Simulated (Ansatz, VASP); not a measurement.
# One calculation of Fe, two programs

The input INCAR:

```
SYSTEM = Fe
PREC     = Accurate       ! precision mode
ENCUT    = 520            ! plane-wave cutoff, eV
EDIFF    = 1E-6           ! SCF threshold, eV
ISMEAR   = 0              ! smearing method
SIGMA    = 0.1            ! smearing width, eV
LREAL    = .False.        ! projectors in reciprocal space
LASPH    = .True.         ! aspherical terms in the spheres
NELM     = 150            ! most SCF steps
ALGO     = Fast           ! electronic algorithm
ISIF     = 2              ! what is computed and relaxed
LWAVE    = .False.        ! write WAVECAR
LCHARG   = .True.         ! write CHGCAR
ISPIN    = 2              ! spin polarisation
MAGMOM   = 2.44           ! initial moments
LORBIT   = 11             ! projections on sites
LMAXMIX  = 4              ! l up to which the mixer works
GGA      = PE             ! functional
LELF     = .True.         ! ELF
LVHAR    = .True.       
NBANDS   = 14             ! bands
```

File KPOINTS:

```
regular mesh
0
Gamma
  20 20 20
  0 0 0
```

The input POSCAR:

```
Fe
1.0
   -1.4157898213      1.4157898213      1.4157898213
    1.4157898213     -1.4157898213      1.4157898213
    1.4157898213      1.4157898213     -1.4157898213
Fe
1
Direct
    0.0000000000      0.0000000000      0.0000000000
```

Input for Ansatz:

```yaml
crystal:
  lattice:
    - [-1.4157898213, 1.4157898213, 1.4157898213]
    - [1.4157898213, -1.4157898213, 1.4157898213]
    - [1.4157898213, 1.4157898213, -1.4157898213]
  atoms:
    - { symbol: Fe, position: [0.0, 0.0, 0.0], spin: 2.44 }
basis:
  ecutwfc: 420
kpoints:
  mp_grid: { grid: [20, 20, 20] }
  band_path:
    path:
      - [[0.0, 0.0, 0.0], [0.5, -0.5, 0.5], [0.0, 0.0, 0.5], [0.0, 0.0, 0.0], [0.25, 0.25, 0.25], [0.5, -0.5, 0.5]]
      - [[0.25, 0.25, 0.25], [0.0, 0.0, 0.5]]
    npoints: 14
hamiltonian:
  xc: pbe
scf:
  occupations: { method: gaussian, width: 0.1 }
  n_extra_bands: 6
output:
  forces: true
  stress: true
  eigenvalues: true
  populations: true
  dos: { projected: true, de: 0.02, nscf_kmesh: { grid: [30, 30, 30] } }
  bader: true
  write_density: true
  write_potential: true
  elf: true
  volumetric_format: npy
magnetization:
  spin_polarized: true
checkpoint:
  read: start.run
  write: ck
  compress: false
  write_wavefunctions: false
  write_every: 100000
```

Alike in both runs: task single point; functional PBE; k mesh 20 × 20 × 20; occupations gaussian, width 0.1 eV; collinear spin.

```csv
,VASP,Ansatz
version,VASP 6.6.1,Ansatz 0.2.0
potentials or method,"VASP PAW PBE potentials, release 64 (Fe)","scalar-relativistic, plane waves, PAW"
plane-wave cutoff (eV),520,420
valence electrons in the cell,8,16
```

Ansatz gave:

| Property | Result |
| --- | --- |
| gap on the k mesh at the Fermi level (eV) | none |
| pressure (GPa) | 0.0 |
| net moment per atom (μB) | 2.17 |
| size of the moment on the site where the two differ most (μB) | 2.22 |

Question: Which values does VASP return?

Answer: gap on the k mesh at the Fermi level (eV): none; pressure (GPa): 0.0; net moment per atom (μB): 2.20; size of the moment on the site where the two differ most (μB): 2.19.

Site moments also hang on the region over which each program counts them. A gap of «none» marks a metal or a gap that the smearing closes. The two sets of potentials don't hold the same shells in valence. Ansatz warned: «stability_check_not_made».
